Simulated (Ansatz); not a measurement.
# SiO2 (Imma) in Ansatz: relaxation of cell and atoms with r2SCAN

Aim: the relaxation of cell and atoms of SiO2 with r2SCAN.

Everything below comes from runs of Ansatz 0.2.0. Logs are shortened: lines on timing, memory, paths and dates and some standing lists are left out, and cuts for length are marked.

### 1 The structure

Symmetry: Imma, No. 74, orthorhombic system. The conventional cell has a = 5.247 Å, b = 9.554 Å, c = 8.883 Å, α = 90.00°, β = 90.00°, γ = 90.00°. Around Si (site symmetry m) lie 4 O at 1.60 to 1.61 Å. Around O (site symmetry 2/m) lie 2 Si at 1.60 Å. Around O (site symmetry 2) lie 2 Si at 1.61 Å. O (site symmetry mm2) has 2 Si at 1.61 Å as nearest neighbours.

The cell comes from a database or a generator and needn't be the stable form of this composition.

### 2 Relaxation of cell and atoms, r2SCAN

input.yaml reads:

```yaml
crystal:
  lattice:
    - [-2.62333646, 4.776753505, 4.441674725]
    - [2.62333646, -4.776753505, 4.441674725]
    - [2.62333646, 4.776753505, -4.441674725]
  atoms:
    - { symbol: Si, position: [0.26034098, 0.84494489, 0.41539609] }
    - { symbol: Si, position: [0.0704512, 0.15505511, 0.91539609] }
    - { symbol: Si, position: [0.73965902, 0.15505511, 0.58460391] }
    - { symbol: Si, position: [0.9295488, 0.84494489, 0.08460391] }
    - { symbol: O, position: [0.5, 0.0, 0.5] }
    - { symbol: O, position: [0.0, 0.0, 0.0] }
    - { symbol: O, position: [0.79317541, 0.0, 0.29317541] }
    - { symbol: O, position: [0.20682459, 0.5, 0.20682459] }
    - { symbol: O, position: [0.20682459, 0.0, 0.70682459] }
    - { symbol: O, position: [0.79317541, 0.5, 0.79317541] }
    - { symbol: O, position: [0.86931113, 0.11931113, 0.75] }
    - { symbol: O, position: [0.13068887, 0.88068887, 0.25] }
hamiltonian:
  xc: r2scan
  pseudopotentials: { kind: paw }
kpoints:
  mp_grid: { grid: [6, 6, 6] }
scf:
  occupations: { method: fermi_dirac, width: 0.05 }
output:
  forces: true
  stress: true
  eigenvalues: true
relax:
  f_tol: 0.01
  max_steps: 40
  cell: { stress_tol: 0.05 }
```

Potentials or basis: Ansatz PAW.

Started as:

```bash
$ ansatz run input.yaml --threads 4 --pin off --max-ram 11264MiB --backend cpu --events-out ev --progress --plain --runs-dir out
```

Log:

```text
Warning: RAYON_NUM_THREADS=4 ignored (pool sized by the plan → 4); use --threads N
Engine: ansatz 0.2.0, aarch64-unknown-linux-gnu
Pseudopotentials: kind: paw
Pseudopotential: Si, paw, valence charge 4, recommended cutoff 500 eV (meta_gga), Si.paw.azcp
Pseudopotential: O, paw, valence charge 6, recommended cutoff 500 eV (meta_gga), O.paw.azcp
Functional definition: r2SCAN
  parameter k0 = 0.174
  parameter k1 = 0.065
  parameter a1 = 4.9479
  exchange = r2scan_x(k0 = k0, k1 = k1, a1 = a1)
  correlation = r2scan_c
Crystal: 12 atoms, lattice volume = 222.635 Å³
Basis set: ecut = 500 eV, 5657 PW (Γ), exchange–correlation on 216×216×216 points (64 copies of the dense FFT grid, shifted against one another)
Bands: 44, of which v1, the nominal top of the filled ones, is band 32 counted from 1 (31 counted from 0)
Symmetry: 8 space group operations
Space group: Imma (ITA 74), of the structure as read, at distance tolerance 6.1e-5 Å
k-points: 46 of 216
Non-local potential: Si, projectors of the file, l = 0: 2, l = 1: 2, l = 2: 2
Non-local potential: O, projectors of the file, l = 0: 2, l = 1: 2, l = 2: 1
PAW form: soft (Blöchl's): semilocal exchange-correlation on the pseudo side does not see the compensation charge
PAW frozen core: Si, regenerated for the run's functional (the file was generated under x = pbe(κ = 0.804, μ = 0.2195149727645171), c = pbe(β = 0.06672455060314922))
PAW frozen core: O, regenerated for the run's functional (the file was generated under x = pbe(κ = 0.804, μ = 0.2195149727645171), c = pbe(β = 0.06672455060314922))
PAW one-centre angular grid: Si, 302 points (default); XC on 160 Gauss nodes
PAW one-centre angular grid: O, 302 points (default); XC on 160 Gauss nodes
Initial density: superposition of atomic densities (neutral atoms: chi_scale 0, normalization atom), corrected by the library's trained network
Initial wavefunctions: pseudopotential atomic-orbital guess
Functional: x = r2scan, c = r2scan; τ floored in thin density (d = 2e-4 eV/Å³)
SCF iter   1: F=—  HF=-7119.797919 eV  |F-HF|=—  |Δ(HF+E_count)|=         —  Δρ=5.85e-3  dr2=7.53e-2  dr2_τ=1.06e0  ethr=1.77e-3  ⟨swp⟩=7.1  Hψ=10907  notcnv=0  defer=66
preconditioner: auto → Resta (q_TF=auto, 2.216 Å⁻¹)  ε∞=2.3  [insulator: Δε(μ)=6.295 eV  Ē_g=17.692 eV  σ=0.050 eV  W_gap=1.00  n_scr=40 (ndim 8)  ℏωp=19.9 eV  f_vac=0.377  D(μ)=0.00/eV (n_scr^D=0)  ε∞_Penn≈2.3  vacuum switching on, ρ_ref=2.3e-2 e/Å³]
SCF iter   2: F=—  HF=-7120.135688 eV  |F-HF|=—  |Δ(HF+E_count)|=   3.38e-1  Δρ=3.81e-3  dr2=1.97e-2  dr2_τ=1.79e-3  ethr=1.18e-4  ⟨swp⟩=3.0  Hψ=4371  notcnv=0  defer=257
SCF iter   3: F=—  HF=-7120.135788 eV  |F-HF|=—  |Δ(HF+E_count)|=   1.01e-4  Δρ=7.06e-4  dr2=8.55e-4  dr2_τ=2.65e-4  ethr=3.08e-5  ⟨swp⟩=2.9  Hψ=3250  notcnv=0  defer=257
SCF iter   4: F=—  HF=-7120.135791 eV  |F-HF|=—  |Δ(HF+E_count)|=   2.54e-6  Δρ=2.77e-4  dr2=1.13e-4  dr2_τ=2.33e-5  ethr=1.34e-6  ⟨swp⟩=2.0  Hψ=3214  notcnv=0  defer=257
SCF iter   5: F=—  HF=-7120.135768 eV  |F-HF|=—  |Δ(HF+E_count)|=   2.33e-5  Δρ=7.09e-5  dr2=4.03e-6  dr2_τ=8.97e-7  ethr=1.76e-7  ⟨swp⟩=2.0  Hψ=2928  notcnv=0  defer=257
SCF iter   6: F=—  HF=-7120.135943 eV  |F-HF|=—  |Δ(HF+E_count)|=   1.75e-4  Δρ=2.02e-5  dr2=8.37e-7  dr2_τ=4.97e-8  ethr=6.29e-9  ⟨swp⟩=2.0  Hψ=3466  notcnv=0  defer=257
SCF iter   7: F=-7120.135943 eV  HF=-7120.135943 eV  |F-HF|=5.50e-9  |Δ(HF+E_count)|=   8.21e-8  Δρ=4.12e-6  dr2=3.08e-8  dr2_τ=2.66e-9  ethr=1.56e-10  ⟨swp⟩=12.3  Hψ=12451  notcnv=0
SCF 1 converged in 7 iterations: F = -7120.135943 eV  dr2 = 3.08e-8
relax step   1: F+E_penalty+E_count = -7120.13594315 eV  Δ(F+E_penalty+E_count) = +0.000e0 eV  max|allowed force component| = 4.912e-2 eV/Å  Δτ_max = 0.0000 Å  P = +0.077 GPa  Ω = 222.635 Å³  (7 SCF iters, dr2 threshold 1.00e-7 eV, accepted)
Crystal: 12 atoms, lattice volume = 222.665 Å³
Initial density: handed on by an earlier stage of this run
Initial wavefunctions: those handed on with the density
iter 1 solved again at ethr=1.58e-8 eV; its pass at ethr=3.10e-3 eV (dr2=1.01e-5 eV) is discarded
SCF iter   1: F=—  HF=-7120.136049 eV  |F-HF|=—  |Δ(HF+E_count)|=         —  Δρ=6.51e-5  dr2=1.02e-5  dr2_τ=5.60e-5  ethr=1.58e-8  ⟨swp⟩=2.2  Hψ=7192  notcnv=0
preconditioner: auto → Resta (q_TF=auto, 2.216 Å⁻¹)  ε∞=2.3  [insulator: Δε(μ)=6.183 eV  Ē_g=17.587 eV  σ=0.050 eV  W_gap=1.00  n_scr=40 (ndim 8)  ℏωp=19.9 eV  f_vac=0.378  D(μ)=0.00/eV (n_scr^D=0)  ε∞_Penn≈2.3  vacuum switching on, ρ_ref=2.2e-2 e/Å³]
SCF iter   2: F=—  HF=-7120.136052 eV  |F-HF|=—  |Δ(HF+E_count)|=   2.35e-6  Δρ=2.95e-5  dr2=2.00e-6  dr2_τ=1.11e-7  ethr=1.58e-8  ⟨swp⟩=2.2  Hψ=3303  notcnv=0
SCF iter   3: F=-7120.136051 eV  HF=-7120.136051 eV  |F-HF|=4.06e-8  |Δ(HF+E_count)|=   4.74e-7  Δρ=8.49e-6  dr2=1.15e-7  dr2_τ=2.98e-8  ethr=2.36e-10  ⟨swp⟩=7.1  Hψ=11383  notcnv=0
SCF 2 converged in 3 iterations: F = -7120.136051 eV  dr2 = 1.15e-7
relax step   2: F+E_penalty+E_count = -7120.13605124 eV  Δ(F+E_penalty+E_count) = -1.081e-4 eV  max|allowed force component| = 3.497e-2 eV/Å  Δτ_max = 0.0005 Å  P = +0.045 GPa  Ω = 222.665 Å³  energy of the carried Pulay correction = -8.346e-6 eV  (3 SCF iters, dr2 threshold 1.51e-7 eV, accepted)
Crystal: 12 atoms, lattice volume = 222.628 Å³
iter 1 solved again at ethr=1.75e-7 eV; its pass at ethr=3.10e-3 eV (dr2=1.12e-4 eV) is discarded
SCF iter   1: F=—  HF=-7120.135959 eV  |F-HF|=—  |Δ(HF+E_count)|=         —  Δρ=2.33e-4  dr2=1.29e-4  dr2_τ=1.38e-3  ethr=1.75e-7  ⟨swp⟩=2.5  Hψ=7664  notcnv=0
preconditioner: auto → Resta (q_TF=auto, 2.216 Å⁻¹)  ε∞=2.3  [insulator: Δε(μ)=6.181 eV  Ē_g=17.585 eV  σ=0.050 eV  W_gap=1.00  n_scr=40 (ndim 8)  ℏωp=19.9 eV  f_vac=0.378  D(μ)=0.00/eV (n_scr^D=0)  ε∞_Penn≈2.3  vacuum switching on, ρ_ref=2.2e-2 e/Å³]
SCF iter   2: F=—  HF=-7120.136054 eV  |F-HF|=—  |Δ(HF+E_count)|=   9.53e-5  Δρ=1.26e-4  dr2=3.03e-5  dr2_τ=1.60e-6  ethr=1.75e-7  ⟨swp⟩=2.0  Hψ=3490  notcnv=0
SCF iter   3: F=—  HF=-7120.136219 eV  |F-HF|=—  |Δ(HF+E_count)|=   1.65e-4  Δρ=5.17e-5  dr2=4.01e-6  dr2_τ=8.43e-7  ethr=4.74e-8  ⟨swp⟩=2.0  Hψ=3128  notcnv=0
SCF iter   4: F=—  HF=-7120.136218 eV  |F-HF|=—  |Δ(HF+E_count)|=   8.43e-7  Δρ=1.38e-5  dr2=2.19e-7  dr2_τ=2.17e-8  ethr=6.26e-9  ⟨swp⟩=2.0  Hψ=3129  notcnv=0
SCF iter   5: F=-7120.136218 eV  HF=-7120.136218 eV  |F-HF|=1.74e-8  |Δ(HF+E_count)|=   1.03e-7  Δρ=5.05e-6  dr2=5.44e-8  dr2_τ=5.34e-9  ethr=1.19e-10  ⟨swp⟩=10.0  Hψ=11627  notcnv=0
SCF 3 converged in 5 iterations: F = -7120.136218 eV  dr2 = 5.44e-8
relax step   3: F+E_penalty+E_count = -7120.13621831 eV  Δ(F+E_penalty+E_count) = -1.671e-4 eV  max|allowed force component| = 3.854e-3 eV/Å  Δτ_max = 0.0028 Å  P = -0.003 GPa  Ω = 222.628 Å³  energy of the carried Pulay correction = +1.913e-6 eV  (5 SCF iters, dr2 threshold 7.64e-8 eV, accepted)
Initial wavefunctions: pseudopotential atomic-orbital guess (no wavefunctions were taken with the density)
iter 1 solved again at ethr=5.30e-8 eV; its pass at ethr=3.10e-3 eV (dr2=3.39e-5 eV) is discarded
SCF iter   1: F=—  HF=-7120.135615 eV  |F-HF|=—  |Δ(HF+E_count)|=         —  Δρ=2.95e-5  dr2=1.27e-7  dr2_τ=8.14e-9  ethr=5.30e-8  ⟨swp⟩=4.0  Hψ=17770  notcnv=0
preconditioner: auto → Resta (q_TF=auto, 2.216 Å⁻¹)  ε∞=2.3  [insulator: Δε(μ)=6.189 eV  Ē_g=17.591 eV  σ=0.050 eV  W_gap=1.00  n_scr=40 (ndim 8)  ℏωp=19.9 eV  f_vac=0.378  D(μ)=0.00/eV (n_scr^D=0)  ε∞_Penn≈2.3  vacuum switching on, ρ_ref=2.2e-2 e/Å³]
SCF iter   2: F=—  HF=-7120.136248 eV  |F-HF|=—  |Δ(HF+E_count)|=   6.33e-4  Δρ=1.49e-5  dr2=3.33e-8  dr2_τ=3.09e-7  ethr=1.99e-10  ⟨swp⟩=3.0  Hψ=4853  notcnv=0
SCF iter   3: F=—  HF=-7120.136239 eV  |F-HF|=—  |Δ(HF+E_count)|=   8.95e-6  Δρ=7.05e-6  dr2=5.37e-9  dr2_τ=7.03e-8  ethr=5.21e-11  ⟨swp⟩=3.0  Hψ=4298  notcnv=0
SCF iter   4: F=—  HF=-7120.136220 eV  |F-HF|=—  |Δ(HF+E_count)|=   1.90e-5  Δρ=2.69e-6  dr2=8.52e-10  dr2_τ=1.00e-8  ethr=8.39e-12  ⟨swp⟩=3.0  Hψ=4264  notcnv=0
SCF iter   5: F=—  HF=-7120.136215 eV  |F-HF|=—  |Δ(HF+E_count)|=   4.63e-6  Δρ=5.91e-7  dr2=9.90e-11  dr2_τ=4.38e-10  ethr=1.00e-12  ⟨swp⟩=6.7  Hψ=11886  notcnv=0
SCF iter   6: F=-7120.136215 eV  HF=-7120.136215 eV  |F-HF|=4.23e-9  |Δ(HF+E_count)|=   2.10e-7  Δρ=9.48e-8  dr2=6.14e-12  dr2_τ=9.57e-12  ethr=1.00e-12  ⟨swp⟩=5.6  Hψ=7921  notcnv=0
SCF 4 converged in 6 iterations: F = -7120.136215 eV  dr2 = 6.14e-12
relax step   4: F+E_penalty+E_count = -7120.13621484 eV  Δ(F+E_penalty+E_count) = +3.470e-6 eV  max|allowed force component| = 3.878e-3 eV/Å  Δτ_max = 0.0000 Å  P = -0.003 GPa  Ω = 222.628 Å³  stress off target by 8.77e-3 GPa  SCF on the basis re-selected at this cell (its energy is not comparable with the rows above)  (6 SCF iters)
basis re-selected at this cell: Δ(F+E_penalty+E_count) = +3.470e-6 eV, ΔP = -0.000 GPa vs the last step (what re-selecting the basis moved, of the pressure what is left beyond the Pulay correction that the steps carried, after the strain that the cell walked since its last selection, with what the two solves' SCF thresholds leave and, on support functions, any second-order correction that the steps lacked; it is no measure of the basis error at this ecutwfc). This SCF's stress stands 8.77e-3 GPa from its target on what of the cell is left free (relax.cell.stress_tol is 5.00e-2 GPa) and its largest allowed force component is 3.88e-3 eV/Å (relax.f_tol is 1.00e-2 eV/Å): within both
SCF converged after 6 iterations
Free energy (F): -7120.136215 eV
Harris-Foulkes:  -7120.136215 eV  (|F-HF|=4.23e-9)
Internal energy: -7120.136215 eV  (E = F + TS)
E sigma→0 (E₀):  -7120.136215 eV
Fermi energy:    2.215045 eV
--- Per-component energies (eV) ---
  E_band       = -529.802581
  E_kinetic    = 1621.733525
  E_local      = -6078.688670  (includes V_loc(G=0)·N_el)
  E_nonlocal   = 471.979432
  E_hartree    = 2383.121261
  E_xc         = -799.598595
  E_vxc        = -1058.918228  (∫ρ·V_xc dr)
  E_paw        = -3368.420890  (= ΣΔE_a)
  E_vpaw       = -319.262187  (= ΣTr[D̂ρ^β])
  E_aug_tail   = 0.008289  (compensation charges beyond the density's cutoff)
  E_vtau       = 67.102820  (kinetic-family band-sum trace: ∫τ·v_τ [+ j·A + Jᵃ·Aᵃ] dr)
  E_ewald      = -1349.709308
  E_core_change = -0.561259  (= ΣΔE_core)
  E_smearing   = -0.000000  (= −TS)
  E_closure    = 0.000000  (closes the sum)
  Σ components = -7120.136215   (vs F -7120.136215, Δ=0.00e0)
--- Forces (eV/Å), atoms counted from 1 ---
  atom   1  Si     0.00000000     0.00031889     0.00377019
  atom   2  Si     0.00000000     0.00031889    -0.00377019
  atom   3  Si     0.00000000    -0.00031889    -0.00377019
  atom   4  Si     0.00000000    -0.00031889     0.00377019
  atom   5  O      0.00000000     0.00000000     0.00000000
  atom   6  O      0.00000000     0.00000000     0.00000000
  atom   7  O      0.00000000    -0.00189109     0.00000000
  atom   8  O      0.00000000     0.00189109    -0.00000000
  atom   9  O      0.00000000     0.00189109    -0.00000000
  atom  10  O      0.00000000    -0.00189109     0.00000000
  atom  11  O      0.00000000     0.00000000     0.00387771
  atom  12  O      0.00000000     0.00000000    -0.00387771
  max |Σ_I F_I| component: 8.67e-19 eV/Å
--- Stress (GPa, compression-positive) ---
       -0.008771       0.000000       0.000000
        0.000000      -0.002513       0.000000
        0.000000       0.000000       0.002946
  P = ⅓ Tr σ = -0.0028 GPa (-0.028 kbar)
--- Band table (eV; the first three rows and the last of 46) ---
  k-point 0: bands = ["-21.4372", "-20.5242", "-20.0488", "-20.0090", "-19.4713", "-19.4184", "-19.4075", "-19.3983", "-9.9657", "-9.5308", "-8.9526", "-6.8071", "-6.6758", "-6.6601", "-6.6090", "-6.1048", "-4.4482", "-4.1893", "-3.5875", "-3.5542", "-3.0749", "-3.0747", "-3.0256", "-3.0199", "-2.4251", "-2.4040", "-2.3719", "-2.1777", "-1.9980", "-1.6586", "-1.3785", "-0.9355", "5.2430", "8.1827", "8.7760", "8.9686", "8.9698", "9.1356", "9.5568", "9.8524", "9.9354", "10.3926", "10.5424", "10.8258"]
  k-point 1: bands = ["-21.3706", "-20.4797", "-20.2444", "-19.9632", "-19.4648", "-19.4155", "-19.4094", "-19.4005", "-9.9545", "-9.2393", "-9.0216", "-6.8114", "-6.7614", "-6.6790", "-6.5792", "-6.0870", "-4.4328", "-4.2316", "-3.7013", "-3.4925", "-3.1777", "-3.0519", "-3.0499", "-2.9358", "-2.5602", "-2.4182", "-2.4107", "-2.1051", "-1.9474", "-1.8365", "-1.3097", "-1.0957", "5.5557", "8.1780", "8.7458", "8.9655", "9.2294", "9.5851", "9.6305", "9.7379", "9.9950", "10.3365", "10.4021", "11.0421"]
  k-point 2: bands = ["-21.1795", "-20.5571", "-20.3576", "-20.0375", "-19.4485", "-19.4210", "-19.4073", "-19.4054", "-9.7936", "-9.2216", "-8.5974", "-7.2141", "-6.6851", "-6.6812", "-6.4714", "-6.1225", "-4.4163", "-4.3398", "-3.7602", "-3.4845", "-3.3688", "-3.1230", "-2.9798", "-2.7678", "-2.6756", "-2.5330", "-2.3801", "-2.2645", "-2.1769", "-1.6059", "-1.4598", "-1.2561", "6.3824", "8.1540", "8.8507", "8.9838", "9.1160", "9.3022", "9.8097", "9.9926", "10.4177", "10.4488", "10.6502", "10.6518"]
  k-point 45: bands = ["-21.0515", "-20.9882", "-20.5368", "-19.4354", "-19.4285", "-19.4171", "-19.4059", "-19.3976", "-10.9487", "-8.7366", "-7.7673", "-7.7545", "-6.9552", "-6.4820", "-6.2815", "-6.2662", "-4.2989", "-4.1836", "-3.8481", "-3.7310", "-3.3005", "-3.1002", "-3.0035", "-2.8790", "-2.7630", "-2.7044", "-2.5506", "-2.2748", "-1.5086", "-1.1823", "-1.1632", "-0.9573", "7.1895", "7.3843", "7.5260", "7.6509", "8.7996", "9.0333", "9.1830", "10.2229", "10.3941", "10.4930", "10.9823", "11.1102"]
--- Relaxed structure (3 steps of the walk, 3 accepted, 1 SCFs on fresh bases) ---
  F+E_penalty+E_count = -7120.13621484 eV   max|allowed force component| = 3.878e-3 eV/Å   (the final SCF, on the basis selected at the relaxed cell)
  cell:  # Å, volume = 222.6281 Å³
    - [-2.623546839371805, 4.775543236863835, 4.442305650814201]
    - [2.623546839371805, -4.775543236863835, 4.442305650814201]
    - [2.623546839371805, 4.775543236863835, -4.442305650814201]
  atoms:
    - { symbol: Si, position: [0.2602399932288729, 0.8448275220425562, 0.41541247118631675] }
    - { symbol: Si, position: [0.07058494914376051, 0.15517247795744382, 0.9154124711863167] }
    - { symbol: Si, position: [0.7397600067711272, 0.15517247795744382, 0.5845875288136834] }
    - { symbol: Si, position: [0.9294150508562392, 0.844827522042556, 0.08458752881368325] }
    - { symbol: O, position: [0.5, 8.58155650433036e-22, 0.5] }
    - { symbol: O, position: [-8.757224766643581e-23, 8.58155650433036e-22, -9.457278980994718e-22] }
    - { symbol: O, position: [0.7928299412913391, -5.551115123125783e-17, 0.29282994129133905] }
    - { symbol: O, position: [0.207170058708661, 0.5, 0.207170058708661] }
    - { symbol: O, position: [0.2071700587086609, 0.0, 0.7071700587086609] }
    - { symbol: O, position: [0.7928299412913391, 0.49999999999999994, 0.7928299412913391] }
    - { symbol: O, position: [0.8692995665871359, 0.11929956658713575, 0.7500000000000001] }
    - { symbol: O, position: [0.1307004334128642, 0.8807004334128642, 0.25] }
```

Run time: 63 s. Hardware: 4 threads of Arm Neoverse V2, shared host; peak memory 1.5 GiB.

What came out:

- Free energy: -7120.1362 eV
- Energy gained by relaxing: 0.0 meV/atom
- Ionic steps: 4
- Pressure after relaxing: 0.0 GPa
- Largest force after relaxing: 0.004 eV/Å
- Band gap on the k mesh: 6.18 eV, direct

Forces on the atoms (eV/Å):
```
Si   0.000  0.000  0.004
Si   0.000  0.000 -0.004
Si   0.000  0.000 -0.004
Si   0.000  0.000  0.004
O    0.000  0.000  0.000
O    0.000  0.000  0.000
O    0.000 -0.002  0.000
O    0.000  0.002  0.000
O    0.000  0.002  0.000
O    0.000 -0.002  0.000
O    0.000  0.000  0.004
O    0.000  0.000 -0.004
```

Step by step:
```csv
step,energy change (eV),largest force (eV/Å),volume (Å³)
1,0.0000,0.0599,222.64
2,-0.0001,0.0412,222.67
3,-0.0003,0.0039,222.63
4,-0.0003,0.0039,222.63
```

Final structure:
```yaml
crystal:
  lattice:
    - [-2.62355, 4.77554, 4.44231]
    - [2.62355, -4.77554, 4.44231]
    - [2.62355, 4.77554, -4.44231]
  atoms:
    - { symbol: Si, position: [0.26024, 0.84483, 0.41541] }
    - { symbol: Si, position: [0.07058, 0.15517, 0.91541] }
    - { symbol: Si, position: [0.73976, 0.15517, 0.58459] }
    - { symbol: Si, position: [0.92942, 0.84483, 0.08459] }
    - { symbol: O, position: [0.50000, 0.00000, 0.50000] }
    - { symbol: O, position: [0.00000, 0.00000, 0.00000] }
    - { symbol: O, position: [0.79283, 0.00000, 0.29283] }
    - { symbol: O, position: [0.20717, 0.50000, 0.20717] }
    - { symbol: O, position: [0.20717, 0.00000, 0.70717] }
    - { symbol: O, position: [0.79283, 0.50000, 0.79283] }
    - { symbol: O, position: [0.86930, 0.11930, 0.75000] }
    - { symbol: O, position: [0.13070, 0.88070, 0.25000] }
```

Caveat: the plane-wave basis is chosen anew once the cell has moved, so the energies of steps on either side of that aren't comparable; the PAW data sets come from PBE, with cores solved anew for the run's functional, which leaves a small shift of forces and pressure. A k mesh can miss the band edges.
